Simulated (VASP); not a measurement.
VASP inputs for PbO (strained rocksalt)

INCAR

```
IBRION = -1
METAGGA = R2SCAN
PREC = Accurate
LCHARG = .FALSE.
LWAVE = .FALSE.
NBANDS = 17
NSW = 0
LREAL = .FALSE.
ISIF = 2
EDIFF = 1E-7
SIGMA = 0.02
NELM = 120
ALGO = Normal
LASPH = .TRUE.
ISMEAR = -1
ENCUT = 520
```

KPOINTS

```
KPOINTS created by Atomic Simulation Environment
0
Gamma
8 8 8
0 0 0
```

KPOINTS_OPT

```
special points
9
Reciprocal
0.0000000000 0.0000000000 0.0000000000 1
0.5000000000 0.0000000000 0.5000000000 1
0.6250000000 0.2500000000 0.6250000000 1
0.3750000000 0.3750000000 0.7500000000 1
0.5000000000 0.5000000000 0.5000000000 1
0.5000000000 0.2500000000 0.7500000000 1
0.5000000000 0.4500000000 0.5500000000 1
0.4591470000 -0.4985350000 -0.4596350000 1
-0.0839840000 -0.0317380000 0.4583330000 1
```

POSCAR

```
Pb O
 1.0000000000000000
     0.0173767833000000    2.6238942799000000    2.6238942799000000
     2.6238942799000000    0.0173767833000000    2.6238942799000000
     2.6238942799000000    2.6238942799000000    0.0173767833000000
 Pb  O
   1   1
Cartesian
  0.0000000000000000  0.0000000000000000  0.0000000000000000
  2.6325826715499998  2.6325826715499998  2.6325826715499998
```

VASP ran with the recommended PBE PAW datasets (20 valence electrons in the cell).

Predict the results.

gap between bands v and c 0.16 eV; least direct gap 0.23 eV; pressure -0.8 GPa.

Band v is the last that the valence electrons fill when counted band by band, and c is the next. Levels in eV from the top of v:

```csv
point,v−1,v,c,c+1
Γ,-2.77,-2.77,8.38,8.44
X,-3.82,-3.76,4.05,6.42
K,-3.26,-2.33,3.48,4.09
L,-2.36,-0.07,0.17,5.18
W,-4.75,-1.26,3.91,4.21
```
